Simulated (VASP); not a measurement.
A VASP 6.6.1 single-point calculation on BaO

INCAR

```
LREAL = .TRUE.
LWAVE = .FALSE.
ISMEAR = 0
PREC = Accurate
IBRION = -1
NSW = 0
ISIF = 2
NBANDS = 15
ALGO = Normal
SIGMA = 0.01
LCHARG = .FALSE.
EDIFF = 1E-7
NELM = 77
ENCUT = 520
LASPH = .TRUE.
METAGGA = R2SCAN
```

KPOINTS

```
KPOINTS created by Atomic Simulation Environment
0
Gamma
8 8 8
0 0 0
```

POSCAR

```
Ba O
 1.0000000000000000
    -0.0000000000000000    2.7719426815501929    2.7719426815501929
     2.7719426815501929    0.0000000000000000    2.7719426815501929
     2.7719426815501929    2.7719426815501929    0.0000000000000000
 Ba  O
   1   1
Cartesian
 -0.0000000000000000  0.0000000000000000  0.0000000000000000
  2.7719426815501929  2.7719426815501929  2.7719426815501929
```

The recommended PBE PAW datasets give the neutral cell 16 valence electrons.

Command

```
mpirun -np 1 vasp_std
```

OSZICAR

```
N       E                     dE             d eps       ncg     rms          rms(c)
DAV:   1     0.477223010260E+02    0.47722E+02   -0.79649E+03   870   0.101E+03
DAV:   2    -0.413500729669E+02   -0.89072E+02   -0.78936E+02  1166   0.204E+02
DAV:   3    -0.451378917427E+02   -0.37878E+01   -0.37635E+01  1113   0.426E+01
DAV:   4    -0.451795985821E+02   -0.41707E-01   -0.41699E-01   975   0.472E+00
DAV:   5    -0.451803444882E+02   -0.74591E-03   -0.74590E-03  1109   0.529E-01    0.895E+00
DAV:   6    -0.375499362241E+02    0.76304E+01   -0.54574E+00   996   0.193E+01    0.413E+00
DAV:   7    -0.376893485232E+02   -0.13941E+00   -0.20644E-01   968   0.395E+00    0.229E+00
DAV:   8    -0.376907319990E+02   -0.13835E-02   -0.12185E-01   884   0.345E+00    0.443E-01
DAV:   9    -0.376898011522E+02    0.93085E-03   -0.15407E-02  1150   0.921E-01    0.205E-01
DAV:  10    -0.376912150969E+02   -0.14139E-02   -0.66591E-03   919   0.743E-01    0.256E-01
DAV:  11    -0.376897651196E+02    0.14500E-02   -0.31972E-03   954   0.430E-01    0.135E-02
DAV:  12    -0.376897669967E+02   -0.18771E-05   -0.15240E-04   934   0.110E-01    0.352E-02
DAV:  13    -0.376897460878E+02    0.20909E-04   -0.27779E-05  1073   0.454E-02    0.423E-03
DAV:  14    -0.376897470411E+02   -0.95328E-06   -0.36740E-06   927   0.153E-02    0.644E-03
DAV:  15    -0.376897472040E+02   -0.16288E-06   -0.16382E-07   886   0.333E-03    0.516E-03
DAV:  16    -0.376897471962E+02    0.77769E-08   -0.37687E-08   477   0.156E-03
   1 F= -.37689747E+02 E0= -.37689747E+02  d E =-.161732E-13
```

Standard output (part)

```
POSCAR found type information on POSCAR BaO
 POSCAR found :  2 types and       2 ions
|     You have a (more or less) 'small supercell' and for smaller cells       |
|     it is recommended to use the reciprocal-space projection scheme!        |
|     The real-space optimization is not efficient for small cells and it     |
|     is also less accurate ...                                               |
|     Therefore, set LREAL=.FALSE. in the INCAR file.                         |
|     The real-space projection scheme for the treatment of the non-local     |
|     real-space optimization of all non-local projectors! BE WARNED that     |
|     a calculation using the real-space projection scheme together with      |
|     non-local projectors which were not real-space optimized (according     |
|     to the plane-wave cutoff used in this calculation) might give more      |
|     or less inaccurate results. I hope you know what you are doing.         |
 LDA part: xc-table for (None), standard interpolation
 POSCAR, INCAR and KPOINTS ok, starting setup
 WAVECAR not read
 entering main loop
```

From OUTCAR

```
k-points           NKPTS =     29   k-points in BZ     NKDIM =     29   number of bands    NBANDS=     15

   NELECT =      16.0000    total number of electrons

   dimension x,y,z NGX =    30 NGY =   30 NGZ =   30
   dimension x,y,z NGXF=    60 NGYF=   60 NGZF=   60

  energy-cutoff  :      520.00
  volume of cell :       42.60
      direct lattice vectors                 reciprocal lattice vectors
     0.000000000  2.771942682  2.771942682    -0.180378910  0.180378910  0.180378910
     2.771942682  0.000000000  2.771942682     0.180378910 -0.180378910  0.180378910
     2.771942682  2.771942682  0.000000000     0.180378910  0.180378910 -0.180378910

 k-points in reciprocal lattice and weights: KPOINTS created by Atomic Simulation Env
   0.00000000  0.00000000  0.00000000       0.002
   0.12500000  0.00000000  0.00000000       0.016
   0.25000000  0.00000000  0.00000000       0.016
   0.37500000  0.00000000  0.00000000       0.016
   0.50000000  0.00000000  0.00000000       0.008
   0.12500000  0.12500000  0.00000000       0.012
   0.25000000  0.12500000  0.00000000       0.047
   0.37500000  0.12500000  0.00000000       0.047
   ...

 E-fermi :   1.6885

 k-point     1 :       0.0000    0.0000    0.0000
  band No.  band energies     occupation
      1     -25.0401      2.00000
      2     -14.3250      2.00000
      3      -9.1262      2.00000
      4      -9.1262      2.00000
      5      -9.1262      2.00000
      6       1.2773      2.00000
      7       1.2773      2.00000
      8       1.2773      2.00000
      9       5.7505      0.00000
     10       6.7581      0.00000
     11       6.7581      0.00000
     12       6.7581      0.00000
     13       9.1930      0.00000
     14       9.1930      0.00000
     15      12.0091      0.00000

 k-point     2 :       0.1250    0.0000    0.0000
  band No.  band energies     occupation
      1     -25.0025      2.00000
      2     -14.4248      2.00000
      3      -9.1694      2.00000
      4      -9.1437      2.00000
      5      -9.1437      2.00000
      6       0.9633      2.00000
      7       1.0814      2.00000
      8       1.0814      2.00000
      9       6.3546      0.00000
     10       6.6433      0.00000
     11       7.0533      0.00000
     12       7.0533      0.00000
     13       9.5965      0.00000
     14       9.5965      0.00000
     15      12.9989      0.00000

 k-point     3 :       0.2500    0.0000    0.0000
  band No.  band energies     occupation
      1     -24.9097      2.00000
      2     -14.6671      2.00000
      3      -9.2669      2.00000
      4      -9.1850      2.00000
      5      -9.1850      2.00000
      6       0.3575      2.00000
      7       0.6604      2.00000
      8       0.6604      2.00000
      9       6.4934      0.00000
     10       7.8520      0.00000
     11       7.8520      0.00000
     12       7.9766      0.00000
     13      10.6032      0.00000
     14      10.6032      0.00000
     15      15.1356      0.00000

 ...

  Total       -0.4663225     -0.4663225     -0.4663225      0.0000000      0.0000000     -0.0000000
  in kB      -17.5393809    -17.5393809    -17.5393809      0.0000000      0.0000000     -0.0000000
  external PRESSURE =     -17.5393809 kB  Pullay stress =       0.0000000 kB

 POSITION                                       TOTAL-FORCE (eV/Angst)
 -----------------------------------------------------------------------------------
      0.00000      0.00000      0.00000         0.000000     -0.000000     -0.000000
      2.77194      2.77194      2.77194         0.000000      0.000000      0.000000
 -----------------------------------------------------------------------------------
    total drift:                                0.000000      0.000000      0.000000

  FREE ENERGIE OF THE ION-ELECTRON SYSTEM (eV)
  ---------------------------------------------------
  free  energy   TOTEN  =       -37.6897471962 eV

  energy  without entropy=      -37.6897471962  energy(sigma->0) =      -37.68974720
```

It converged. Results: gap between bands v and c on the k mesh 2.31 eV; least direct gap on the k mesh 2.31 eV; pressure -1.8 GPa. Band v is the last that the valence electrons fill when counted band by band, and c is the next.

These settings aren't sound, so the numbers aren't properties of the crystal.

On sound settings r²SCAN gives a gap of 2.32 eV on its mesh and a pressure of 1.7 GPa for the intended cell.

The run took about 69 s on one core of a shared host (Intel Xeon Platinum 8488C) and held 0.17 GiB at most.
